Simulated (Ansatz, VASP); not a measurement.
**Two plane-wave programs on BeTe**

INCAR

```
SYSTEM = BeTe
PREC = Accurate
ENCUT = 520
EDIFF = 1E-7
ISMEAR = 0
SIGMA = 0.02
LREAL = .False.
LASPH = .True.
NELM = 100
ALGO = Normal
ISIF = 2
LWAVE = .False.
LCHARG = .True.
GGA = PE
LELF = .True.
LVHAR = .True.
NBANDS = 11
```

File KPOINTS:

```
regular mesh
0
Gamma
  8 8 8
  0 0 0
```

File POSCAR:

```
BeTe
1.0
    0.0000000000      2.9232876062      2.9232876062
    2.9232876062      0.0000000000      2.9232876062
    2.9232876062      2.9232876062      0.0000000000
Be Te
1 1
Direct
    0.0000000000      0.0000000000      0.0000000000
    0.2500000000      0.2500000000      0.2500000000
```

Input for Ansatz:

```yaml
crystal:
  lattice:
    - [0.0, 2.9232876062, 2.9232876062]
    - [2.9232876062, 0.0, 2.9232876062]
    - [2.9232876062, 2.9232876062, 0.0]
  atoms:
    - { symbol: Be, position: [0.0, 0.0, 0.0] }
    - { symbol: Te, position: [0.25, 0.25, 0.25] }
basis:
  ecutwfc: 420
kpoints:
  mp_grid: { grid: [8, 8, 8] }
hamiltonian:
  xc: pbe
scf:
  occupations: { method: gaussian, width: 0.02 }
output:
  forces: true
  stress: true
  eigenvalues: true
```

Alike in both runs: task single point; functional PBE; k mesh 8 × 8 × 8; occupations gaussian, width 0.02 eV; no spin polarisation.

|  | VASP | Ansatz |
| --- | --- | --- |
| version | VASP 6.6.1 | Ansatz 0.2.0 |
| potentials or method | VASP PAW PBE potentials, release 64 (Be, Te) | scalar-relativistic, plane waves, PAW |
| plane-wave cutoff (eV) | 520 | 420 |
| valence electrons in the cell | 8 | 18 |

|  | VASP | Ansatz | Ansatz less VASP |
| --- | --- | --- | --- |
| gap on the k mesh at the Fermi level (eV) | 2.22 | 2.23 | +0.010 |
| least direct gap on the mesh (eV) | 3.04 | 3.05 | +0.003 |
| pressure (GPa) | -4.4 | -4.4 | -0.09 |

The functional is the same, so the differences come from potentials, cutoffs and numerics. The two sets of potentials don't hold the same shells in valence.

Caveats: spin-orbit coupling is left out, which moves the levels of the heavy elements. A k mesh can miss the band edges. PBE gaps usually lie below the measured ones, often by a third to a half.
